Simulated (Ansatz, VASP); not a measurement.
# Cross-check of InGaP2 between VASP and Ansatz, part 2 of 2

One calculation is typed for both programs; each brings its own data sets. How far apart do they land? The cell is taken from a series of runs on this material, whose earlier steps may have relaxed, scaled, displaced or heated it; both programs get it as it stands.

VASP 6.6.1 and Ansatz 0.2.0.

So far, gap on the k-mesh: step 4 (differences) 0.936.

**5. VASP: single point, PBEsol, spin-orbit coupling**

Level of this step: PBEsol, spin-orbit coupling; plane waves and PAW (Ga_d, P, In_d); invented cell (VASP).

A single point gives forces, pressure and levels at one fixed geometry, so differences don't come from the geometry; what else differs is listed under the comparison. This pair takes another cell of the material, with 8 atoms against 16 for the pair before.

INCAR

```
SYSTEM = InGaP2
PREC = Accurate
ENCUT = 400
EDIFF = 1E-06
NELM = 200
ISMEAR = -1
SIGMA = 0.02
LREAL = .FALSE.
ALGO = Normal
GGA = PS
LNONCOLLINEAR = .TRUE.
MAGMOM = 0 0 0 0 0 0 0 0 0 0 0 0 0 0 0 0 0 0 0 0 0 0 0 0
NBANDS = 88
GGA_COMPAT = .FALSE.
LASPH = .TRUE.
LSORBIT = .TRUE.
LORBIT = 11
LWAVE = .FALSE.
LCHARG = .FALSE.
ISIF = 2
EFERMI = MIDGAP
KPAR = 4
```

POSCAR

```
InGaP2
1.0
    3.9921846874      0.0000000000      0.0000000000
    0.0000000000      3.9946131011      0.0000000000
    0.0000000000      0.0000000000     11.3671180170
Ga P In
2 4 2
Direct
    0.0000000000      0.0000000000      0.0584875526
    0.5000000000      0.5000000000      0.2893808615
    0.5000000000      0.0000000000      0.1740143415
    0.0000000000      0.5000000000      0.4037060052
    0.5000000000      0.0000000000      0.6739100650
    0.0000000000      0.5000000000      0.9441462251
    0.0000000000      0.0000000000      0.5392547433
    0.5000000000      0.5000000000      0.8083718985
```

KPOINTS

```
Automatic mesh
0
Gamma
6 6 2
0 0 0
```

Potentials, in the order of the species: Ga_d, P and In_d (PBE family, release 64).

Started as:

```bash
$ mpirun -np 4 vasp_ncl
```

Numbers of over 12 decimals in the logs are rounded to 6 here.

The program printed:

```text
[banner, memory and clock lines left out]
running    4 mpi-ranks, on    1 nodes
[...]
[... a notice as in an earlier step ...]

 LDA part: xc-table for (Slater+PW92), standard interpolation
 POSCAR, INCAR and KPOINTS ok, starting setup
[...]
entering main loop
       N       E                     dE             d eps       ncg     rms          rms(c)
DAV:   1     0.716913553045E+03    0.71691E+03   -0.26107E+04  5856   0.184E+03
DAV:   2     0.105358585815E+03   -0.61155E+03   -0.58935E+03  5872   0.546E+02
DAV:   3    -0.269823884069E+02   -0.13234E+03   -0.12548E+03  6424   0.222E+02
DAV:   4    -0.388726246250E+02   -0.11890E+02   -0.11707E+02  7216   0.640E+01
[...]
DAV:  16    -0.380273579520E+02   -0.13065E-05   -0.12369E-05  5728   0.309E-02    0.125E-01
DAV:  17    -0.380273569341E+02    0.10179E-05   -0.10242E-06  4496   0.776E-03    0.120E-01
DAV:  18    -0.380273562427E+02    0.69139E-06   -0.11490E-06  4344   0.977E-03
   1 F= -.38027356E+02 E0= -.38027356E+02  d E =-.225847E-11  mag=     0.0000     0.0000     0.0000
```

OUTCAR, selected parts (step 5):

```text
  Total       -0.2556906     -0.3098640     -0.2621687      0.0000000      0.0000000      0.0000000
  in kB       -2.2599020     -2.7387100     -2.3171581      0.0000000      0.0000000      0.0000000
  external PRESSURE =      -2.4385901 kB  Pullay stress =       0.0000000 kB

 POSITION                                       TOTAL-FORCE (eV/Angst)
 -----------------------------------------------------------------------------------
      0.00000      0.00000      0.66483         0.000000      0.000000     -0.005157
      1.99609      1.99731      3.28943         0.000000      0.000000      0.000727
      1.99609      0.00000      1.97804         0.000000      0.000000     -0.005130
      0.00000      1.99731      4.58897         0.000000      0.000000     -0.003206
      1.99609      0.00000      7.66042         0.000000      0.000000     -0.004665
      0.00000      1.99731     10.73222         0.000000      0.000000      0.004427
      0.00000      0.00000      6.12977         0.000000      0.000000      0.007342
      1.99609      1.99731      9.18886         0.000000      0.000000      0.005662
 -----------------------------------------------------------------------------------
    total drift:                                0.000000      0.000000     -0.003001

  FREE ENERGIE OF THE ION-ELECTRON SYSTEM (eV)
  ---------------------------------------------------
  free  energy   TOTEN  =       -38.0273562427 eV

  energy  without entropy=      -38.0273562427  energy(sigma->0) =      -38.02735624

 magnetization (x)
# of ion       s       p       d       tot
------------------------------------------
    1        0.000   0.000   0.000   0.000
    2        0.000   0.000   0.000   0.000
    3        0.000   0.000   0.000   0.000
    4        0.000   0.000   0.000   0.000
    5        0.000   0.000   0.000   0.000
    6        0.000   0.000   0.000   0.000
    7        0.000   0.000   0.000   0.000
    8        0.000   0.000   0.000   0.000
--------------------------------------------------
tot          0.000   0.000   0.000   0.000

 magnetization (y)
# of ion       s       p       d       tot
------------------------------------------
    1        0.000   0.000   0.000   0.000
    2        0.000   0.000   0.000   0.000
    3        0.000   0.000   0.000   0.000
    4        0.000   0.000   0.000   0.000
    5        0.000   0.000   0.000   0.000
    6        0.000   0.000   0.000   0.000
    7        0.000   0.000   0.000   0.000
    8        0.000   0.000   0.000   0.000
--------------------------------------------------
tot          0.000   0.000   0.000   0.000

 magnetization (z)
# of ion       s       p       d       tot
------------------------------------------
    1        0.000   0.000   0.000   0.000
    2        0.000   0.000   0.000   0.000
    3        0.000   0.000   0.000   0.000
    4        0.000   0.000   0.000   0.000
    5        0.000   0.000   0.000   0.000
    6        0.000   0.000   0.000   0.000
    7        0.000   0.000   0.000   0.000
    8        0.000   0.000   0.000   0.000
--------------------------------------------------
tot          0.000   0.000   0.000   0.000

[... 3 further parts left out ...]
[key lines of the parts left out:]
E-fermi :   5.4412
```

The run ends at a pressure of -0.24 GPa, with forces up to 0.0073 eV/Å.

**6. Ansatz: single point, PBEsol, spin-orbit coupling**

The same cell, functional, mesh and smearing now go to Ansatz, which takes its cutoff from its data sets.

The cell is taken from a series of runs on this material, whose earlier steps may have relaxed, scaled, displaced or heated it; both programs get it as it stands.

input.yaml

```yaml
crystal:
  lattice:
    - [3.9921846874, 0.0, 0.0]
    - [0.0, 3.9946131011, 0.0]
    - [0.0, 0.0, 11.367118017]
  atoms:
    - { symbol: Ga, position: [0.0, 0.0, 0.0584875526] }
    - { symbol: P, position: [0.5, 0.0, 0.1740143415] }
    - { symbol: Ga, position: [0.5, 0.5, 0.2893808615] }
    - { symbol: P, position: [0.0, 0.5, 0.4037060052] }
    - { symbol: In, position: [0.0, 0.0, 0.5392547433] }
    - { symbol: P, position: [0.5, 0.0, 0.673910065] }
    - { symbol: In, position: [0.5, 0.5, 0.8083718985] }
    - { symbol: P, position: [0.0, 0.5, 0.9441462251] }
kpoints:
  mp_grid: { grid: [6, 6, 2] }
  band_path:
    path:
      - [0.0, 0.0, 0.0]
      - [0.5, 0.0, 0.0]
      - [0.5, 0.5, 0.0]
      - [0.0, 0.5, 0.0]
      - [0.0, 0.0, 0.5]
      - [0.5, 0.0, 0.5]
      - [0.5, 0.5, 0.5]
      - [0.0, 0.5, 0.5]
    npoints: 1
hamiltonian:
  xc: pbesol
  pseudopotentials: { kind: paw_fr, azcp: { folder: soft_1 }, xc_functional: pbe }
scf:
  occupations: { method: fermi_dirac, width: 0.02 }
  n_extra_bands: 12
magnetization:
  noncollinear: true
  spin_orbit: true
output:
  eigenvalues: true
  write_density: true
  write_potential: true
  elf: true
  volumetric_format: npy
```

Started as:

```bash
$ ansatz run input.yaml --threads 4 --pin off --max-ram 17510MiB --backend cpu --events-out ev --progress --plain --runs-dir out
```

The program printed:

```text
[...]
non-collinear run that drives no moment, with spin-orbit: no starting moment large enough to seed its density (crystal.atoms[].spin), no starting occupations that ask for one, no magnetisation constraint and no magnetic field, so the semilocal B_xc is pinned to zero
Crystal: 8 atoms, lattice volume = 181.274 Å³
Basis set: ecut = 420 eV, 3549 PW (Γ)
[...]
k-point 0: bands = [... 68 lower, 7.0271, 7.0271, 7.0728, 7.0728, 8.0007, 8.0007, 8.4324, 8.4324, ... 8 higher]
  k-point 1: bands = [... 68 lower, 6.5844, 6.5844, 6.6477, 6.6477, 8.4068, 8.4068, 8.4437, 8.4437, ... 8 higher]
  k-point 2: bands = [... 68 lower, 6.3518, 6.4094, 6.9423, 6.9509, 8.7349, 8.7386, 9.0618, 9.0685, ... 8 higher]
  k-point 31: bands = [... 68 lower, 4.2286, 4.2286, 4.2348, 4.2348, 9.4795, 9.4795, 9.5402, 9.5402, ... 8 higher]
[key lines of the parts left out:]
SCF converged after 9 iterations
Magnetization: |M| = 0.0000 μB,  M = (+0.0000, +0.0000, +0.0000) μB
Free energy (F): -21503.684006 eV
Fermi energy:    7.537762 eV
```

**7. Comparison**

What differs besides the data sets and the points named for the pairs above, as far as they apply: spin-orbit coupling enters by fully relativistic files in Ansatz and inside the spheres in VASP. Total energies have different zeros and are not compared.

The two programs side by side:

```
              quantity  Ansatz   VASP  difference
gap on the k mesh (eV)   0.928  0.930      -0.003
```

A gap on the mesh is an upper bound, since the band edges may lie between its points.

**8. Outcome**

```json
{"difference in gap on the k mesh (single point, PBEsol)": "-0.0026 eV", "difference in gap on the k mesh (single point, PBEsol, spin-orbit coupling)": "-0.0025 eV"}
```

**Reading.** The difference in gap on the k mesh is -0.0026 eV (single point, PBEsol), within the 0.08 eV picked in this series as the mark of a large difference. How closely two codes agree says nothing of how well the functional describes the real material.

[Lines on the potential files, build, host, timing and source positions are cut from VASP's logs without a mark.]

[Logs are printed without paths, hosts, clocks, repeated set-up lines and the standing remarks that a program may print on its own settings, such as how far it seeks lower states.]

[Hosts, paths, dates, database ids (printed as entryN), source tags and the programs' standing remarks are cut or masked in the printed files.]
